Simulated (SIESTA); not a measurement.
Nb:

```
Nb
1.0
    -1.66395    1.66395    1.66395
     1.66395   -1.66395    1.66395
     1.66395    1.66395   -1.66395
Nb
1
Direct
  0.00000 0.00000 0.00000
```

* Program: SIESTA 5.4.2
* Task: single point
* Functional: PBEsol
* Potentials or basis: PseudoDojo 0.4 standard (PBEsol files)
* Basis: DZP (energy shift 0.003 Ry; two zetas on semicore shells)
* Grid cutoff: 800 Ry
* Energy shift: 0.003 Ry
* k mesh: 11 × 11 × 11
* Occupations: fermi-dirac, width 0.05 eV
* Spin: no spin polarisation

On this cell: pressure -6.4 GPa; band gap on the k mesh none (metal or under the smearing width).

The same run follows on a disturbed copy (cell strained at random at fixed volume):

```
CELL_PARAMETERS angstrom
-1.65481 1.66189 1.66310
1.61189 -1.66978 1.62806
1.70285 1.71781 -1.67098
ATOMIC_POSITIONS crystal
Nb 0.99711 0.99235 0.00528
```

Problem. What changes?

Solution. The energy (extrapolated to zero smearing) moves by +3.3 meV/atom; pressure -6.4 GPa; band gap on the k mesh none (metal or under the smearing width).

Stress tensor (GPa, compression positive):
```
-5.96 -0.61  0.42
-0.61 -7.99  0.17
 0.42  0.17 -5.30
```

Caveats: the basis of atomic orbitals isn't converged, which shifts pressures, moduli and gaps.
